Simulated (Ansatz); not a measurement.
# Ti: band structure with PBE

The system is Ti.

```
Ti
1.0
     0.00000    2.03000    2.03000
     2.03000    0.00000    2.03000
     2.03000    2.03000    0.00000
Ti
1
Cartesian
  0.0000 0.0000 0.0000
```

This isn't the form of Ti at room conditions, which is hcp.

```yaml
Program: Ansatz 0.2.0
Task: band structure
Functional: PBE
Potentials_or_basis: Ansatz PAW
Cutoff: "420 eV (not typed: the program's choice for these potentials)"
k_mesh: 11 × 11 × 11
Occupations: fermi-dirac, width 0.05 eV
Spin: no spin polarisation
Path: "[[\"G\", \"X\", \"W\", \"K\", \"G\", \"L\", \"U\", \"W\", \"L\", \"K\"], [\"U\", \"X\"]]"
Points_for_each_segment_of_the_path: 14
```

* Pressure: 4.2 GPa
* Band gap on the k mesh: none (metal or under the smearing width)

Levels at the corners of the path, in eV from the Fermi level:
| point | band 4 | band 5 | band 6 | band 7 | band 8 | band 9 |
| --- | --- | --- | --- | --- | --- | --- |
| Γ | -32.42 | -6.15 | 0.91 | 0.91 | 0.91 | 2.63 |
| X | -32.68 | -2.70 | -1.81 | 3.01 | 3.76 | 4.06 |
| W | -32.69 | -1.61 | -0.39 | -0.39 | 2.23 | 4.06 |
| K | -32.63 | -1.81 | -1.27 | 0.73 | 2.71 | 3.61 |
| Γ | -32.42 | -6.15 | 0.91 | 0.91 | 0.91 | 2.63 |
| L | -32.51 | -2.66 | 0.72 | 0.79 | 0.79 | 3.76 |
| U | -32.63 | -1.81 | -1.27 | 0.73 | 2.71 | 3.61 |
| W | -32.69 | -1.61 | -0.39 | -0.39 | 2.23 | 4.06 |
| L | -32.51 | -2.66 | 0.72 | 0.79 | 0.79 | 3.76 |
| K | -32.63 | -1.81 | -1.27 | 0.73 | 2.71 | 3.61 |
| U | -32.63 | -1.81 | -1.27 | 0.73 | 2.71 | 3.61 |
| X | -32.68 | -2.70 | -1.81 | 3.01 | 3.76 | 4.06 |

Wall time 0.89 s on 2 threads of Arm Neoverse V1, on a shared host, peak memory 0.26 GiB.
